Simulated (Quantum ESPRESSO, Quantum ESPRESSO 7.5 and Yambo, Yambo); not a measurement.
# ZnSe (Stilleite): G0W0 with Yambo, start to end

Aim: the G0W0 gap of ZnSe (Stilleite) on PBE, step by step.

Program: Quantum ESPRESSO 7.5 and Yambo 5.3.0. Level of theory: PBE and many-body steps on it, plane waves. Results are calculated unless marked as measured.

**What was measured.**

- Gap 2.695 ± 0.003 eV: excitonic gap from free-exciton PL, not corrected for exciton binding; photoluminescence; 300 K; bulk crystal (Bridgman-grown crystal, polished and etched) (“Alloy Disordering Effects on the Thermal Conductivity and Energy Gap Temperature Dependence of Cd1−xZnxSe Ternary Crystals Grown by the Bridgman Method”, 2023, pmc:10253836).

### 1. Set-up

The structure is cubic, space group F-43m (No. 216). Conventional cell: a = 5.668 Å, b = 5.668 Å, c = 5.668 Å, α = 90.00°, β = 90.00°, γ = 90.00°. Nearest to Zn lie 4 Se at 2.45 Å. Se has 4 Zn at 2.45 Å nearest. Farther neighbours and most contacts between anions are not listed.

The cell and positions come from the Crystallography Open Database and are kept as given unless a step says otherwise.

### 2. Ground state

This step: Quantum ESPRESSO 7.5; DFT, PBE, plane waves, norm-conserving pseudopotentials.

The ground-state density comes first.

pw.in

```
&control
  calculation = 'scf'
  prefix = 'x'
  outdir = 'o'
  pseudo_dir = 'pseudo'
/
&system
  ibrav = 0
  nat = 2
  ntyp = 2
  ecutwfc = 104.0
  nbnd = 27
  force_symmorphic = .true.
/
&electrons
  conv_thr = 1e-10
  electron_maxstep = 80
  mixing_beta = 0.5
/
ATOMIC_SPECIES
  Zn 65.38 Zn.upf
  Se 78.971 Se.upf
CELL_PARAMETERS angstrom
  -0.0000000000 2.8338000000 2.8338000000
  2.8338000000 0.0000000000 2.8338000000
  2.8338000000 2.8338000000 -0.0000000000
ATOMIC_POSITIONS crystal
  Zn 0.0000000000 0.0000000000 0.0000000000
  Se 0.2500000000 0.2500000000 0.2500000000
K_POINTS automatic
  6 6 6 0 0 0
```

On the command line:

```bash
OMP_NUM_THREADS=1 mpirun -n 4 pw.x -nk 4 -in pw.in > pw.out
```

The log of the run:

```text
Program PWSCF v.7.5 starts

     This program is part of the open-source Quantum ESPRESSO suite
     for quantum simulation of materials; please cite
         "P. Giannozzi et al., J. Phys.:Condens. Matter 21 395502 (2009);
         "P. Giannozzi et al., J. Phys.:Condens. Matter 29 465901 (2017);
         "P. Giannozzi et al., J. Chem. Phys. 152 154105 (2020);
     in publications or presentations arising from this work. More details at
     Message from routine setup:
     using ibrav=0 with symmetry is DISCOURAGED, use correct ibrav instead

     G-vector sticks info

     bravais-lattice index     =            0
     lattice parameter (alat)  =       7.5733  a.u.
     unit-cell volume          =     307.1384 (a.u.)^3
     number of atoms/cell      =            2
     number of atomic types    =            2
     number of electrons       =        44.00
     number of Kohn-Sham states=           27
     kinetic-energy cutoff     =     104.0000  Ry
     charge density cutoff     =     416.0000  Ry
     scf convergence threshold =      1.0E-10
     mixing beta               =       0.5000
     number of iterations used =            8  plain     mixing
     Exchange-correlation= PBE
                           (   1   4   3   4   0   0   0)

     celldm(1)=   7.573263  celldm(2)=   0.000000  celldm(3)=   0.000000
     celldm(4)=   0.000000  celldm(5)=   0.000000  celldm(6)=   0.000000

     crystal axes: (cart. coord. in units of alat)
               a(1) = (  -0.000000   0.707107   0.707107 )
               a(2) = (   0.707107   0.000000   0.707107 )
               a(3) = (   0.707107   0.707107  -0.000000 )

     reciprocal axes: (cart. coord. in units 2 pi/alat)
               b(1) = ( -0.707107  0.707107  0.707107 )
               b(2) = (  0.707107 -0.707107  0.707107 )
               b(3) = (  0.707107  0.707107 -0.707107 )
     Pseudo is Norm-conserving + core correction, Zval = 20.0
     Generated using ONCVPSP code by D. R. Hamann
     Using radial grid of 1326 points,  6 beta functions with:
     Pseudo is Norm-conserving + core correction, Zval = 24.0
     Generated using ONCVPSP code by D. R. Hamann
     Using radial grid of 1214 points,  6 beta functions with:
     Zn               20.00    65.38000     Zn( 1.00)
     Se               24.00    78.97100     Se( 1.00)

     24 Sym. Ops. (no inversion) found

   Cartesian axes

     site n.     atom                  positions (alat units)
         1        Zn     tau(   1) = (   0.0000000   0.0000000   0.0000000  )
         2        Se     tau(   2) = (   0.3535534   0.3535534   0.3535534  )

     number of k points=    16
                       cart. coord. in units 2pi/alat
        k(    1) = (   0.0000000   0.0000000   0.0000000), wk =   0.0092593
        k(    2) = (   0.1178511   0.1178511  -0.1178511), wk =   0.0740741
        k(    3) = (   0.2357023   0.2357023  -0.2357023), wk =   0.0740741
        k(    4) = (  -0.3535534  -0.3535534   0.3535534), wk =   0.0370370
        k(    5) = (   0.2357023   0.0000000  -0.0000000), wk =   0.0555556
        k(    6) = (   0.3535534   0.1178511  -0.1178511), wk =   0.2222222
        k(    7) = (  -0.2357023  -0.4714045   0.4714045), wk =   0.2222222
        k(    8) = (  -0.1178511  -0.3535534   0.3535534), wk =   0.2222222
        k(    9) = (   0.0000000  -0.2357023   0.2357023), wk =   0.1111111
        k(   10) = (   0.4714045   0.0000000  -0.0000000), wk =   0.0555556
     [... 4 further rows ...]
        k(   15) = (  -0.1178511  -0.3535534   0.5892557), wk =   0.2222222
        k(   16) = (  -0.7071068   0.2357023   0.0000000), wk =   0.1111111

     Dense  grid:    44039 G-vectors     FFT dimensions: (  50,  50,  50)

     Initial potential from superposition of free atoms

     starting charge      43.9998, renormalised to      44.0000
     Starting wfcs are   23 randomized atomic wfcs +    4 random wfcs

     per-process dynamical memory:    39.6 Mb

     Self-consistent Calculation

     iteration #  1     ecut=   104.00 Ry     beta= 0.50

     Threshold (ethr) on eigenvalues was too large:
     Diagonalizing with lowered threshold

     total energy              =   -1094.69459579 Ry
     estimated scf accuracy    <       0.06864132 Ry

     iteration #  2     ecut=   104.00 Ry     beta= 0.50

     total energy              =   -1094.71110476 Ry
     estimated scf accuracy    <       0.00757748 Ry

     iteration #  3     ecut=   104.00 Ry     beta= 0.50

     total energy              =   -1094.71208361 Ry
     estimated scf accuracy    <       0.00096098 Ry

     iteration #  4     ecut=   104.00 Ry     beta= 0.50

     total energy              =   -1094.71214416 Ry
     estimated scf accuracy    <       0.00004355 Ry

     iteration #  5     ecut=   104.00 Ry     beta= 0.50

     total energy              =   -1094.71215038 Ry
     estimated scf accuracy    <       0.00000275 Ry

     iteration #  6     ecut=   104.00 Ry     beta= 0.50

     total energy              =   -1094.71215092 Ry
     estimated scf accuracy    <       0.00000008 Ry

     iteration #  7     ecut=   104.00 Ry     beta= 0.50

     total energy              =   -1094.71215094 Ry
     estimated scf accuracy    <          6.8E-09 Ry

     iteration #  8     ecut=   104.00 Ry     beta= 0.50

     total energy              =   -1094.71215094 Ry
     estimated scf accuracy    <          8.0E-10 Ry

     iteration #  9     ecut=   104.00 Ry     beta= 0.50

     total energy              =   -1094.71215094 Ry
     estimated scf accuracy    <          8.3E-10 Ry

     iteration # 10     ecut=   104.00 Ry     beta= 0.50

     End of self-consistent calculation

          k = 0.0000 0.0000 0.0000 (  5577 PWs)   bands (ev):

  -198.4430-137.9212-137.9212-137.9212-116.4660 -70.6256 -70.6256 -70.6256
   -38.0966 -38.0966 -38.0966 -38.0925 -38.0925  -4.4790   2.2368   2.2368
     2.2368   2.6049   2.6049   8.7791   8.7791   8.7791  10.0703  14.5929
    14.5929  14.5929  18.7189

          k = 0.1179 0.1179-0.1179 (  5510 PWs)   bands (ev):

  -198.4430-137.9212-137.9212-137.9212-116.4660 -70.6256 -70.6256 -70.6256
   -38.0966 -38.0965 -38.0965 -38.0924 -38.0924  -4.3047   2.2533   2.2634
     2.2634   2.6032   2.6032   6.8758   8.5270   8.5270  11.3325  14.6604
    14.9952  14.9952  19.2604

          k = 0.2357 0.2357-0.2357 (  5504 PWs)   bands (ev):

  -198.4430-137.9212-137.9212-137.9212-116.4660 -70.6257 -70.6256 -70.6256
   -38.0965 -38.0964 -38.0964 -38.0924 -38.0924  -3.9136   2.3079   2.3079
     2.4075   2.6115   2.6115   4.7258   8.1000   8.1000  11.4635  15.2671
    15.2671  16.3556  19.2138

          k =-0.3536-0.3536 0.3536 (  5480 PWs)   bands (ev):

     [... further k-points ...]

     highest occupied, lowest unoccupied level (ev):     8.7791   10.0703

!    total energy              =   -1094.71215094 Ry
     estimated scf accuracy    <          1.7E-12 Ry

     The total energy is the sum of the following terms:
     one-electron contribution =    -960.68639518 Ry
     hartree contribution      =     458.33134232 Ry
     xc contribution           =    -102.66706941 Ry
     ewald contribution        =    -489.69002867 Ry

     convergence has been achieved in  10 iterations

     XML data file, charge density, pseudopotentials, collected wavefunctions

=------------------------------------------------------------------------------=
   JOB DONE.
=------------------------------------------------------------------------------=
```

Elapsed: 6.5 s, on 4 MPI ranks of Intel Xeon 6975P-C (Granite Rapids), shared host; peak memory 0.36 GiB; 25 s of CPU time.

This step gave:

| Property | Result |
| --- | --- |
| total energy | -14894.3176 eV |
| gap | 1.291 eV |
| k of the valence top | 0, 0, 0 |
| k of the conduction bottom | 0, 0, 0 |
| least direct gap | 1.291 eV |

The gap is direct, at Γ.

### 3. Bands along the symmetry lines

Levels along a band path, at the cheap level, show where the edges lie and whether the meshes to come will hold them.

pw.in

```
&control
  calculation = 'bands'
  prefix = 'x'
  outdir = 'o'
  pseudo_dir = 'pseudo'
/
&system
  ibrav = 0
  nat = 2
  ntyp = 2
  ecutwfc = 104.0
  nbnd = 28
  force_symmorphic = .true.
/
&electrons
  conv_thr = 1e-9
  electron_maxstep = 80
  diago_full_acc = .true.
  diago_thr_init = 5e-6
/
ATOMIC_SPECIES
  Zn 65.38 Zn.upf
  Se 78.971 Se.upf
CELL_PARAMETERS angstrom
  -0.0000000000 2.8338000000 2.8338000000
  2.8338000000 0.0000000000 2.8338000000
  2.8338000000 2.8338000000 -0.0000000000
ATOMIC_POSITIONS crystal
  Zn 0.0000000000 0.0000000000 0.0000000000
  Se 0.2500000000 0.2500000000 0.2500000000
K_POINTS crystal
  50
  0.00000000 0.00000000 0.00000000 1
  -0.06250000 -0.06250000 0.00000000 1
  -0.12500000 -0.12500000 0.00000000 1
  -0.18750000 -0.18750000 0.00000000 1
  -0.25000000 -0.25000000 0.00000000 1
  -0.31250000 -0.31250000 0.00000000 1
  -0.37500000 -0.37500000 0.00000000 1
  -0.43750000 -0.43750000 0.00000000 1
  -0.50000000 -0.50000000 0.00000000 1
  -0.48437500 -0.48437500 0.03125000 1
  -0.46875000 -0.46875000 0.06250000 1
  -0.45312500 -0.45312500 0.09375000 1
  -0.43750000 -0.43750000 0.12500000 1
  -0.42187500 -0.42187500 0.15625000 1
  -0.40625000 -0.40625000 0.18750000 1
  -0.39062500 -0.39062500 0.21875000 1
  -0.37500000 -0.37500000 0.25000000 1
  -0.37500000 0.00000000 0.37500000 1
  -0.32812500 0.00000000 0.32812500 1
  -0.28125000 0.00000000 0.28125000 1
  -0.23437500 0.00000000 0.23437500 1
  -0.18750000 0.00000000 0.18750000 1
  -0.14062500 0.00000000 0.14062500 1
  -0.09375000 0.00000000 0.09375000 1
  -0.04687500 0.00000000 0.04687500 1
  0.00000000 0.00000000 0.00000000 1
  0.00000000 0.00000000 0.06250000 1
  0.00000000 0.00000000 0.12500000 1
  0.00000000 0.00000000 0.18750000 1
  0.00000000 0.00000000 0.25000000 1
  0.00000000 0.00000000 0.31250000 1
  0.00000000 0.00000000 0.37500000 1
  0.00000000 0.00000000 0.43750000 1
  0.00000000 0.00000000 0.50000000 1
  -0.06250000 -0.03125000 0.46875000 1
  -0.12500000 -0.06250000 0.43750000 1
  -0.18750000 -0.09375000 0.40625000 1
  -0.25000000 -0.12500000 0.37500000 1
  -0.31250000 -0.15625000 0.34375000 1
  -0.37500000 -0.18750000 0.31250000 1
  -0.43750000 -0.21875000 0.28125000 1
  -0.50000000 -0.25000000 0.25000000 1
  -0.50000000 -0.28125000 0.21875000 1
  -0.50000000 -0.31250000 0.18750000 1
  -0.50000000 -0.34375000 0.15625000 1
  -0.50000000 -0.37500000 0.12500000 1
  -0.50000000 -0.40625000 0.09375000 1
  -0.50000000 -0.43750000 0.06250000 1
  -0.50000000 -0.46875000 0.03125000 1
  -0.50000000 -0.50000000 0.00000000 1
```

The log of the run:

```text
[banner, memory and clock lines left out]
Program PWSCF v.7.5 starts

     Atomic positions and unit cell read from directory:
     o/x.save/

     Message from routine setup:
     using ibrav=0 with symmetry is DISCOURAGED, use correct ibrav instead

     G-vector sticks info

     bravais-lattice index     =            0
     lattice parameter (alat)  =       7.5733  a.u.
     unit-cell volume          =     307.1384 (a.u.)^3
     number of atoms/cell      =            2
     number of atomic types    =            2
     number of electrons       =        44.00
     number of Kohn-Sham states=           28
     kinetic-energy cutoff     =     104.0000  Ry
     charge density cutoff     =     416.0000  Ry
     Exchange-correlation= PBE
                           (   1   4   3   4   0   0   0)

     celldm(1)=   7.573263  celldm(2)=   0.000000  celldm(3)=   0.000000
     celldm(4)=   0.000000  celldm(5)=   0.000000  celldm(6)=   0.000000

     crystal axes: (cart. coord. in units of alat)
               a(1) = (  -0.000000   0.707107   0.707107 )
               a(2) = (   0.707107   0.000000   0.707107 )
               a(3) = (   0.707107   0.707107  -0.000000 )

     reciprocal axes: (cart. coord. in units 2 pi/alat)
               b(1) = ( -0.707107  0.707107  0.707107 )
               b(2) = (  0.707107 -0.707107  0.707107 )
               b(3) = (  0.707107  0.707107 -0.707107 )
     Pseudo is Norm-conserving + core correction, Zval = 20.0
     Generated using ONCVPSP code by D. R. Hamann
     Using radial grid of 1326 points,  6 beta functions with:
     Pseudo is Norm-conserving + core correction, Zval = 24.0
     Generated using ONCVPSP code by D. R. Hamann
     Using radial grid of 1214 points,  6 beta functions with:
     Zn               20.00    65.38000     Zn( 1.00)
     Se               24.00    78.97100     Se( 1.00)

     24 Sym. Ops. (no inversion) found

   Cartesian axes

     site n.     atom                  positions (alat units)
         1        Zn     tau(   1) = (   0.0000000   0.0000000   0.0000000  )
         2        Se     tau(   2) = (   0.3535534   0.3535534   0.3535534  )

     number of k points=    50
                       cart. coord. in units 2pi/alat
        k(    1) = (   0.0000000   0.0000000   0.0000000), wk =   0.0400000
        k(    2) = (   0.0000000   0.0000000  -0.0883883), wk =   0.0400000
        k(    3) = (   0.0000000   0.0000000  -0.1767767), wk =   0.0400000
[...]
[... 38 further rows ...]
        k(   49) = (   0.0441942  -0.0000000  -0.7071068), wk =   0.0400000
        k(   50) = (   0.0000000   0.0000000  -0.7071068), wk =   0.0400000

     Dense  grid:    44039 G-vectors     FFT dimensions: (  50,  50,  50)

     The potential is recalculated from file :
     o/x.save/charge-density

     Starting wfcs are   23 randomized atomic wfcs +    5 random wfcs

     Band Structure Calculation

     End of band structure calculation

          k = 0.0000 0.0000 0.0000 (  5577 PWs)   bands (ev):

  -198.4430-137.9212-137.9212-137.9212-116.4660 -70.6256 -70.6256 -70.6256
   -38.0966 -38.0966 -38.0966 -38.0925 -38.0925  -4.4790   2.2368   2.2368
     2.2368   2.6048   2.6048   8.7791   8.7791   8.7791  10.0703  14.5929
    14.5929  14.5929  18.7189  20.2713

          k = 0.0000 0.0000-0.0884 (  5533 PWs)   bands (ev):

  -198.4430-137.9212-137.9212-137.9212-116.4660 -70.6257 -70.6256 -70.6256
   -38.0966 -38.0965 -38.0965 -38.0925 -38.0924  -4.4446   2.2344   2.2444
[...]
14.7705  14.7705  19.0507  19.4940

          k = 0.0000 0.0000-0.1768 (  5513 PWs)   bands (ev):

  -198.4430-137.9212-137.9212-137.9212-116.4660 -70.6257 -70.6257 -70.6257
[...]
15.2587  15.2587  18.2447  20.0328

          k = 0.0000 0.0000-0.2652 (  5525 PWs)   bands (ev):

[...]
k =-0.0000-0.0000-0.4419 (  5498 PWs)   bands (ev):

[...]
k =-0.0000-0.0000-0.6187 (  5514 PWs)   bands (ev):

[...]
k = 0.5303-0.0000-0.5303 (  5486 PWs)   bands (ev):

[...]
k = 0.3977-0.0000-0.3977 (  5512 PWs)   bands (ev):

[...]
k = 0.2652-0.0000-0.2652 (  5496 PWs)   bands (ev):

[...]
k = 0.0000 0.0000 0.0000 (  5577 PWs)   bands (ev):

[...]
k = 0.1326 0.0000-0.7071 (  5496 PWs)   bands (ev):

[...]
k = 0.0884-0.0000-0.7071 (  5482 PWs)   bands (ev):

[...]
k = 0.0442-0.0000-0.7071 (  5482 PWs)   bands (ev):

  -198.4430-137.9212-137.9212-137.9212-116.4660 -70.6257 -70.6257 -70.6257
[...]
19.3693  19.8449  20.0979  22.7170

          k = 0.0000 0.0000-0.7071 (  5514 PWs)   bands (ev):

  -198.4430-137.9212-137.9212-137.9212-116.4660 -70.6257 -70.6257 -70.6257
   -38.0967 -38.0962 -38.0962 -38.0925 -38.0923  -3.4224   2.2680   2.4896
     2.4896   2.6531   2.7852   4.0297   6.5968   6.5968  11.7736  12.2469
    19.5147  20.0353  20.0353  22.7657

     XML data file, pseudopotentials, collected wavefunctions
```

It took 4.3 s on 4 MPI ranks; peak memory 0.31 GiB; 16 s of CPU time.

This step gave:

- gap: 1.291 eV
- k of the valence top: 0, 0, 0
- k of the conduction bottom: 0, 0, 0
- least direct gap: 1.291 eV

The gap is 1.291 eV, as in the run before at this level.

Electronic bands along the path, in eV, zero at the top of the highest filled band:

```csv
point,band 19,band 20,band 21,band 22,band 23,band 24,band 25,band 26
Γ,-6.17,0.00,0.00,0.00,1.29,5.81,5.81,5.81
halfway,-6.15,-2.88,-1.25,-1.25,3.93,4.04,8.04,8.04
X,-5.99,-4.75,-2.18,-2.18,2.99,3.47,10.74,11.26
halfway,-5.96,-4.74,-2.56,-2.08,3.26,4.06,9.97,10.51
U,-5.91,-4.71,-3.08,-1.79,3.59,5.60,9.05,9.28
jump to K,-5.91,-4.71,-3.08,-1.79,3.59,5.60,9.05,9.28
halfway,-6.15,-3.33,-1.73,-0.49,3.79,5.97,6.67,6.69
Γ,-6.17,0.00,0.00,0.00,1.29,5.81,5.81,5.81
halfway,-6.17,-3.04,-0.48,-0.48,2.75,6.45,6.45,6.57
L,-6.01,-5.22,-0.87,-0.87,2.55,6.39,6.39,8.58
halfway,-5.96,-4.89,-2.40,-1.46,4.23,5.56,7.42,8.68
W,-5.87,-4.68,-2.76,-2.66,5.49,5.56,6.97,7.72
halfway,-5.93,-4.72,-2.48,-2.43,3.88,4.29,9.22,9.31
X,-5.99,-4.75,-2.18,-2.18,2.99,3.47,10.74,11.26
```

(Part 1 of 3 ends here.)

[Paths, hosts, dates, memory and timing lines, banners, echoed tables and standing remarks are left out of the program output.]

[Logs are printed without paths, hosts, clocks, repeated set-up lines and the standing remarks that a program may print on its own settings, such as how far it seeks lower states.]

[Runs of the session that timed out or met a known fault of the program may be left out.]

[Hosts, paths, dates, database ids (printed as entryN), source tags and the programs' standing remarks are cut or masked in the printed files.]
